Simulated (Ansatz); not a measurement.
# What CsPbCl3 in I4/mcm, a phase reached by a soft mode distorts into, part 2 of 2

Aim: this structure of CsPbCl3 in I4/mcm, a phase reached by a soft mode is to be tested for unstable modes, and one is followed downhill.

Ansatz 0.2.0; DFT PBEsol, scalar-relativistic, plane waves, PAW; PAW set soft_1.

So far. Step 4 (The mode frozen in, largest atomic shift 0.22 Å): The run ends at a pressure of -0.01 GPa, with forces up to 0.011 eV/Å. Step 5 (Energy along the mode, all amplitudes (two of the runs …): The lowest of the steps tried is at 0.22 Å, 0.142 meV/atom below the parent; the bottom of the well need not coincide with a step.

The structure was built from a prototype and need not be the compound's stable phase.

## 6. Relaxing from the distorted cell

Starting from the lowest point found, all atoms and the cell are let go, so that strain and other modes of the same symmetry can join in.

File input.yaml:

```yaml
crystal:
  lattice:
    - [-3.8875140237, 3.8875140237, 5.6922219697]
    - [3.8875140237, -3.8875140237, 5.6922219697]
    - [3.8875140237, 3.8875140237, -5.6922219697]
  atoms:
    - { symbol: Cs, position: [0.7604084933, 0.2395915067, 0.5] }
    - { symbol: Cs, position: [0.2395915067, 0.7604084933, 0.5] }
    - { symbol: Pb, position: [0.0, 0.0, 0.0] }
    - { symbol: Pb, position: [0.5, 0.5, 0.0] }
    - { symbol: Cl, position: [0.8137468842, 0.3137468842, 0.1274937683] }
    - { symbol: Cl, position: [0.1862531158, 0.6862531158, 0.8725062316] }
    - { symbol: Cl, position: [0.229991906, 0.229991906, -0.040016188] }
    - { symbol: Cl, position: [0.770008094, 0.770008094, 0.040016188] }
    - { symbol: Cl, position: [0.3264582062, 0.1989644378, 0.5] }
    - { symbol: Cl, position: [0.6735417938, 0.8010355622, 0.5] }
kpoints:
  mp_grid: { grid: [6, 6, 6] }
hamiltonian:
  xc: pbesol
  pseudopotentials: { kind: paw, azcp: { folder: soft_1 }, xc_functional: pbe }
scf:
  occupations: { method: fixed }
output:
  forces: true
  stress: true
  eigenvalues: true
relax:
  adjacent_minimum: "off"
  f_tol: 0.002
  max_steps: 120
  cell: { stress_tol: 0.03 }
```

On the command line:

```sh
$ ansatz run input.yaml --threads 4 --pin off --max-ram 16384MiB --backend cpu --events-out ev --progress --plain --runs-dir out
```

Numbers of over 12 decimals in the logs are rounded to 6 here.

Output:

```text
[...]
Crystal: 10 atoms, lattice volume = 344.101 Å³
Basis set: ecut = 420 eV, 6695 PW (Γ), exchange–correlation on 108×108×108 points (8 copies of the dense FFT grid, shifted against one another)
Bands: 54, of which v1, the nominal top of the filled ones, is band 44 counted from 1 (43 counted from 0)
Symmetry: 4 space group operations
[...]
k-points: 68 of 216
[...]
SCF iter   1: F=—  HF=-41068.637712 eV  |F-HF|=—  |Δ(HF+E_count)|=         —  Δρ=2.52e-2  dr2=5.29e0  ethr=3.10e-3  ⟨swp⟩=6.0  Hψ=13835  notcnv=0  defer=466
[...]
SCF iter   8: F=-41066.111219 eV  HF=-41066.111219 eV  |F-HF|=3.83e-8  |Δ(HF+E_count)|=   2.47e-7  Δρ=3.38e-6  dr2=6.46e-8  ethr=1.14e-10  ⟨swp⟩=18.5  Hψ=28198  notcnv=0
SCF 1 converged in 8 iterations: F = -41066.111219 eV  dr2 = 6.46e-8
[...]
relax step   1: F+E_penalty+E_count = -41066.11121875 eV  Δ(F+E_penalty+E_count) = +0.000e0 eV  max|allowed force component| = 7.257e-3 eV/Å  Δτ_max = 0.0000 Å  P = -0.005 GPa  Ω = 344.101 Å³  (8 SCF iters, dr2 threshold 1.00e-7 eV, accepted)
Crystal: 10 atoms, lattice volume = 344.092 Å³
[...]
iter 1 solved again at ethr=2.09e-7 eV; its pass at ethr=3.10e-3 eV (dr2=1.84e-4 eV) is discarded
[...]
SCF iter   5: F=-41066.111938 eV  HF=-41066.111938 eV  |F-HF|=2.45e-9  |Δ(HF+E_count)|=   4.24e-8  Δρ=1.14e-6  dr2=4.60e-9  ethr=3.76e-11  ⟨swp⟩=14.7  Hψ=23786  notcnv=0
SCF 2 converged in 5 iterations: F = -41066.111938 eV  dr2 = 4.60e-9
relax step   2: F+E_penalty+E_count = -41066.11193793 eV  Δ(F+E_penalty+E_count) = -7.192e-4 eV  max|allowed force component| = 4.593e-3 eV/Å  Δτ_max = 0.0085 Å  P = +0.009 GPa  Ω = 344.092 Å³  energy of the carried Pulay correction = +4.488e-7 eV  (5 SCF iters, dr2 threshold 3.31e-8 eV, accepted)
Crystal: 10 atoms, lattice volume = 344.562 Å³
Basis set: ecut = 420 eV, 6719 PW (Γ), exchange–correlation on 108×108×108 points (8 copies of the dense FFT grid, shifted against one another)
[...]
SCF iter   6: F=-41066.112413 eV  HF=-41066.112413 eV  |F-HF|=6.11e-10  |Δ(HF+E_count)|=   2.92e-8  Δρ=6.70e-7  dr2=2.35e-9  ethr=7.06e-12  ⟨swp⟩=15.7  Hψ=23665  notcnv=0
SCF 3 converged in 6 iterations: F = -41066.112413 eV  dr2 = 2.35e-9
[...]
relax step   3: F+E_penalty+E_count = -41066.11241277 eV  Δ(F+E_penalty+E_count) = -4.748e-4 eV  max|allowed force component| = 2.945e-3 eV/Å  Δτ_max = 0.0175 Å  P = +0.002 GPa  Ω = 344.562 Å³  energy of the carried Pulay correction = -2.247e-5 eV  (6 SCF iters, dr2 threshold 6.21e-9 eV, accepted)
[...]
relax step   4: F+E_penalty+E_count = -41066.11249391 eV  Δ(F+E_penalty+E_count) = -8.114e-5 eV  max|allowed force component| = 1.098e-3 eV/Å  Δτ_max = 0.0122 Å  P = -0.001 GPa  Ω = 344.654 Å³  energy of the carried Pulay correction = -2.694e-5 eV  (6 SCF iters, dr2 threshold 5.42e-10 eV, accepted)
[...]
relax step   5: F+E_penalty+E_count = -41066.11252024 eV  Δ(F+E_penalty+E_count) = -2.633e-5 eV  max|allowed force component| = 7.657e-4 eV/Å  Δτ_max = 0.0116 Å  P = +0.001 GPa  Ω = 344.699 Å³  energy of the carried Pulay correction = -2.913e-5 eV  (8 SCF iters, accepted)
[...]
relax step   6: F+E_penalty+E_count = -41066.11250567 eV  Δ(F+E_penalty+E_count) = +1.456e-5 eV  max|allowed force component| = 2.153e-3 eV/Å  Δτ_max = 0.0062 Å  P = -0.000 GPa  Ω = 344.754 Å³  energy of the carried Pulay correction = -3.182e-5 eV  (7 SCF iters, rejected (line search))
[...]
relax step   7: F+E_penalty+E_count = -41066.11252275 eV  Δ(F+E_penalty+E_count) = -2.515e-6 eV  max|allowed force component| = 1.564e-4 eV/Å  Δτ_max = 0.0023 Å  P = -0.000 GPa  Ω = 344.733 Å³  energy of the carried Pulay correction = -3.080e-5 eV  (7 SCF iters, accepted)
[...]
SCF iter   1: F=—  HF=-41066.112609 eV  |F-HF|=—  |Δ(HF+E_count)|=         —  Δρ=1.34e-5  dr2=2.34e-8  ethr=1.87e-7  ⟨swp⟩=4.0  Hψ=25245  notcnv=0  defer=544
eigensolver tolerance schedule: the retry pair's looser diagonalisation over-reported the residual by 7049.71 of it (diagonalisation noise at 0.74 of the residual, at the tolerance the schedule requests for it); recorded, not acted on — ethr = c·dr2/N_el stays at c = 1.0e-1
[...]
SCF iter   2: F=—  HF=-41066.112549 eV  |F-HF|=—  |Δ(HF+E_count)|=   5.99e-5  Δρ=6.79e-6  dr2=6.33e-9  ethr=2.65e-11  ⟨swp⟩=3.3  Hψ=8783  notcnv=0  defer=537
[...]
SCF iter   5: F=-41066.112553 eV  HF=-41066.112553 eV  |F-HF|=0.00e0  |Δ(HF+E_count)|=  2.18e-11  Δρ=1.87e-8  dr2=7.88e-13  ethr=1.00e-12  ⟨swp⟩=19.4  Hψ=25959  notcnv=0
SCF 8 converged in 5 iterations: F = -41066.112553 eV  dr2 = 7.88e-13
relax step   8: F+E_penalty+E_count = -41066.11255318 eV  Δ(F+E_penalty+E_count) = -3.042e-5 eV  max|allowed force component| = 1.527e-4 eV/Å  Δτ_max = 0.0000 Å  P = -0.000 GPa  Ω = 344.733 Å³  stress off target by 1.32e-3 GPa  SCF on the basis re-selected at this cell (its energy is not comparable with the rows above)  (5 SCF iters)
basis re-selected at this cell: Δ(F+E_penalty+E_count) = -3.042e-5 eV, ΔP = +0.000 GPa vs the last step (what re-selecting the basis moved, of the pressure what is left beyond the Pulay correction that the steps carried, after the strain that the cell walked since its last selection, with what the two solves' SCF thresholds leave and, on support functions, any second-order correction that the steps lacked; it is no m [...]
SCF converged after 5 iterations
Free energy (F): -41066.112553 eV
[...]
Internal energy: -41066.112553 eV  (E = F + TS)
E sigma→0 (E₀):  -41066.112553 eV
Fermi energy:    3.768775 eV
[...]
--- Forces (eV/Å), atoms counted from 1 ---
  atom   1  Cs    -0.00010141     0.00010141     0.00013883
  atom   2  Cs     0.00010141    -0.00010141    -0.00013883
  atom   3  Pb    -0.00000000    -0.00000000     0.00000000
  atom   4  Pb     0.00000000     0.00000000     0.00000000
  atom   5  Cl    -0.00007446    -0.00007446     0.00000000
  atom   6  Cl     0.00007446     0.00007446     0.00000000
  atom   7  Cl    -0.00014537    -0.00014537     0.00000000
  atom   8  Cl     0.00014537     0.00014537     0.00000000
  atom   9  Cl    -0.00006805     0.00006805    -0.00015267
  atom  10  Cl     0.00006805    -0.00006805     0.00015267
  max |Σ_I F_I| component: 0.00e0 eV/Å
--- Stress (GPa, compression-positive) ---
       -0.000142      -0.000216       0.000656
       -0.000216      -0.000142      -0.000656
        0.000656      -0.000656      -0.000709
  P = ⅓ Tr σ = -0.0003 GPa (-0.003 kbar)
--- Band table (eV; the first three rows and the last of 68) ---
  k-point 0: bands = [... 40 lower, 1.7985, 1.8423, 1.8834, 3.7688, 5.9028, 6.1138, 6.1286, 7.6937, ... 6 higher]
  k-point 1: bands = [... 40 lower, 1.7543, 1.8549, 1.9429, 3.4445, 6.0159, 6.1946, 6.8338, 7.9574, ... 6 higher]
  k-point 2: bands = [... 40 lower, 1.6734, 1.8727, 2.0002, 3.1255, 6.2418, 6.3875, 7.5216, 8.0187, ... 6 higher]
  k-point 67: bands = [... 40 lower, 1.6936, 1.8051, 2.4465, 3.0673, 6.5012, 6.5137, 6.8226, 8.7687, ... 6 higher]
--- Relaxed structure (7 steps of the walk, 6 accepted, 1 SCFs on fresh bases) ---
  F+E_penalty+E_count = -41066.11255318 eV   max|allowed force component| = 1.527e-4 eV/Å   (the final SCF, on the basis selected at the relaxed cell)
  cell:  # Å, volume = 344.7334 Å³
    - [-3.915282, 3.915282, 5.684498]
    - [3.891441, -3.891441, 5.651934]
    - [3.907230, 3.883389, -5.668216]
  atoms:
    - { symbol: Cs, position: [0.760532, 0.239613, 0.5] }
    - { symbol: Cs, position: [0.239468, 0.760387, 0.5] }
    - { symbol: Pb, position: [0, 0, 1.02688941276792e-18] }
    - { symbol: Pb, position: [0.5, 0.500000, 1.3010426069826053e-18] }
    - { symbol: Cl, position: [0.810900, 0.310900, 0.121800] }
    - { symbol: Cl, position: [0.189100, 0.689100, 0.878200] }
    - { symbol: Cl, position: [0.227963, 0.227963, -0.044074] }
    - { symbol: Cl, position: [0.772037, 0.772037, 0.044074] }
    - { symbol: Cl, position: [0.326076, 0.204560, 0.5] }
    - { symbol: Cl, position: [0.673924, 0.795440, 0.5] }
```

Run time: 3.1 min. Hardware: 4 threads of Arm Neoverse V1, shared host; peak memory 1.4 GiB.

The steps of the relaxation:

```tsv
step	energy less that of the first step (eV)	largest force component (eV/Å)	pressure (GPa)	volume (Å³)
1	0.0000	0.0073	-0.01	344.10
2	-0.0007	0.0046	0.01	344.09
3	-0.0012	0.0029	0.00	344.56
4	-0.0013	0.0011	0.00	344.65
5	-0.0013	0.0008	0.00	344.70
6	-0.0013	0.0022	0.00	344.75
7	-0.0013	0.0002	0.00	344.73
8*	-0.0013	0.0002	0.00	344.73
```

Relaxation steps marked * repeat the geometry before them on a plane-wave basis chosen anew for their cell, so energy and pressure can jump there. Relaxation step 6 was tried and not accepted.

Forces are held to the 4 operations that the run works with; a distortion that breaks them can't arise in this run.

```tsv
cell as run	before	after	change
a (Å)	7.914	7.936	+0.3 %
b (Å)	7.914	7.889	-0.3 %
c (Å)	7.914	7.904	-0.1 %
α (°)	121.16	120.82	-0.3 %
β (°)	121.16	121.01	-0.1 %
γ (°)	88.01	88.48	+0.5 %
volume (Å³/atom)	34.41	34.47	+0.2 %
```

The atoms that moved most (Å, as changes of fractional coordinates times the final cell):

```tsv
atom	dx	dy	dz	length
Cl9	0.023	-0.023	0.029	0.044
Cl10	-0.023	0.023	-0.029	0.044
Cl5	-0.022	-0.022	0.000	0.031
Cl6	0.022	0.022	0.000	0.031
Cl8	0.016	0.016	0.000	0.022
Cl7	-0.016	-0.016	0.000	0.022
```

Numbers from this step:

* pressure: -3.31e-4 GPa
* gap on the k-mesh: 2.134 eV
* volume per atom: 34.47 Å³

The distorted start has space group C2/m; the relaxation ends in C2/m.

## 7. The new phase in its own primitive cell

The relaxed structure is symmetrised, reduced to its primitive cell and relaxed tightly, as its phonons need.

input.yaml, the sections that differ from step 6:

```yaml
crystal:
  lattice:
    - [5.5202113522, -5.5087995342, 0.0]
    - [5.5202113522, 5.5087995342, 0.0]
    - [-5.48663457, 0.0, 5.6681415334]
  atoms:
    - { symbol: Cs, position: [0.2394676052, 0.2394676052, 0.4998547896] }
    - { symbol: Cs, position: [0.7605323948, 0.7605323948, 0.5001452104] }
    - { symbol: Pb, position: [0.5, 0.0, 0.0] }
    - { symbol: Pb, position: [0.0, 0.5, 0.0] }
    - { symbol: Cl, position: [0.8109000151, 0.1890999849, 0.0] }
    - { symbol: Cl, position: [0.1890999849, 0.8109000151, 0.0] }
    - { symbol: Cl, position: [0.2279631942, 0.7720368058, 0.5] }
    - { symbol: Cl, position: [0.7720368058, 0.2279631942, 0.5] }
    - { symbol: Cl, position: [0.6739242838, 0.6739242838, 0.9693645178] }
    - { symbol: Cl, position: [0.3260757162, 0.3260757162, 0.0306354822] }
relax:
  adjacent_minimum: "off"
  f_tol: 0.001
  max_steps: 60
  cell: { stress_tol: 0.01 }
# kpoints, hamiltonian, scf, output: as in step 6
```

Output:

```text
[...]
Crystal: 10 atoms, lattice volume = 344.733 Å³
Basis set: ecut = 420 eV, 6723 PW (Γ), exchange–correlation on 108×108×108 points (8 copies of the dense FFT grid, shifted against one another)
Bands: 54, of which v1, the nominal top of the filled ones, is band 44 counted from 1 (43 counted from 0)
Symmetry: 4 space group operations
[...]
k-points: 68 of 216
[...]
- { symbol: Pb, position: [2.7755575615628914e-17, 0.5, 0.0] }
    - { symbol: Cl, position: [0.8109000151, 0.189100, 0.0] }
    - { symbol: Cl, position: [0.189100, 0.8109000151, 0.0] }
    - { symbol: Cl, position: [0.227963, 0.7720368058, 0.500000] }
    - { symbol: Cl, position: [0.7720368058, 0.227963, 0.500000] }
    - { symbol: Cl, position: [0.6739242838, 0.6739242838, 0.969365] }
    - { symbol: Cl, position: [0.3260757162, 0.3260757162, 0.030635] }
[key lines of the parts left out:]
SCF converged after 6 iterations
Free energy (F): -41066.112553 eV
Fermi energy:    3.768776 eV
P = ⅓ Tr σ = -0.0003 GPa (-0.003 kbar)
```

It took 58 s on 4 threads; peak memory 1.4 GiB.

Little changed from the start: no atom moved by 0.005 Å and no cell edge by 0.1 %.

Numbers from this step:

| Item | Value |
| --- | --- |
| direct gap on mesh | 2.134 eV |

The largest force component left is 0.21 meV/Å and the pressure is 0.000 GPa, within the tolerances set. The cell now holds 34.47 Å³/atom.

## 8. The phases reached

The phases reached along the modes that were followed are set side by side.

Energies are those of the first relaxation, on the mesh of the frozen mode; space group, volume and gap are those of the last relaxation. Phases, by row:

```tsv
mode frozen in	space group	energy from parent (meV/atom)	volume (Å³/atom)	gap on mesh (eV)	lowest zone-centre optical mode (cm⁻¹)	largest shift (Å)
parent	I4/mcm	0	34.41	2.086	–	–
q = (0, 0, 0), 17i cm⁻¹	C2/c	-0.21	34.44	2.12	-11.2	0.204
q = (0, 0, 0), 17i cm⁻¹	C2/m	-0.28	34.47	2.134	–	0.243
```

## 9. Summary of results

```
unstable mode of the parent                                                      : q = (0, 0, 0), 17i cm⁻¹
depth at the lowest point sampled                                                : 0.142 meV/atom
largest atomic shift at that point                                               : 0.22 Å
space group reached (within 0.01 Å)                                              : C2/m
energy gained over the parent (first relaxation, on the mesh of the frozen mode) : 0.276 meV/atom
volume per atom, phase reached                                                   : 34.5 Å³
gap on the k-mesh, phase reached                                                 : 2.13 eV
```

What this shows: Along this mode the structure falls into C2/m, 0.276 meV/atom below the parent. At the parent's cell the well is 0.142 meV/atom deep on the steps tried, with its lowest point at a shift of 0.22 Å. Relaxing atoms and cell changes the gain by +0.13 meV/atom against the lowest step (energies at zero smearing). The modes of the phase reached were not computed on this path. How so shallow a well moves with the k mesh was not tested. Of the 2 patterns followed to their end from this parent, this one reaches the lowest energy. Another end point lies within 1 meV/atom; how such a difference moves with mesh and cutoff was not tested. Each path keeps the symmetry of its pattern, so a lower phase may lie along a pattern not tried. Spin-orbit coupling is left out, which can matter for the heavy elements here. The PAW files were made for PBE and serve the other functionals too. The starting cell was built on a prototype and not taken from a measurement, so the phase need not exist.

[Logs are printed without paths, hosts, clocks, repeated set-up lines and the standing remarks that a program may print on its own settings, such as how far it seeks lower states.]

[Hosts, paths, dates, database ids (printed as entryN), source tags and the programs' standing remarks are cut or masked in the printed files.]
